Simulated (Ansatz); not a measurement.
Runs of Ansatz 0.2.0 on Cu. It takes space group Fm-3m (No. 225, cubic). Conventional cell: a = 3.615 Å, b = 3.615 Å, c = 3.615 Å, α = 90.00°, β = 90.00°, γ = 90.00°. Around Cu (site symmetry m-3m) lie 12 Cu at 2.56 Å. 

```tsv
task	level	cell	k mesh	cutoff (eV)	target pressure (GPa)	mesh quality	gap on the mesh (eV)	pressure (GPa)
projected density of states	PBE0	as given	7 × 7 × 7	420	-	coarse	none	1.4
projected density of states	HSE06	as given	7 × 7 × 7	420	-	coarse	none	1.6
projected density of states	LDA	as given	7 × 7 × 7	420	-	coarse	none	(a)
projected density of states	r2SCAN0	as given	7 × 7 × 7	500	-	coarse	none	-2.5
relaxation of cell and atoms	r2SCAN	relaxed to 10 GPa	13 × 13 × 13	500	10	not flagged	none	10.0
projected density of states	r2SCAN	as given	7 × 7 × 7	500	-	coarse	none	-5.0
projected density of states	PBE	as given	7 × 7 × 7	420	-	coarse	none	1.6
relaxation of cell and atoms	r2SCAN	relaxed	13 × 13 × 13	500	0	not flagged	none	0.0
```

Alike in all rows: potentials or basis Ansatz PAW; no spin polarisation; smearing fermi-dirac 0.05 eV.

Problem. Estimate the missing entries.

Solution. (a) -12.7.

Caveats: some runs use coarse meshes; the PAW data sets come from PBE, with cores solved anew for the run's functional, which leaves a small shift of forces and pressure (some runs); the density of states is complete only up to the lowest level of the last band computed (some runs); the thresholds are loose for stress (some runs); the plane-wave basis is chosen anew once the cell has moved, so the energies of steps on either side of that aren't comparable (some runs).

A gap of «none» marks a metal or a gap under the smearing width.
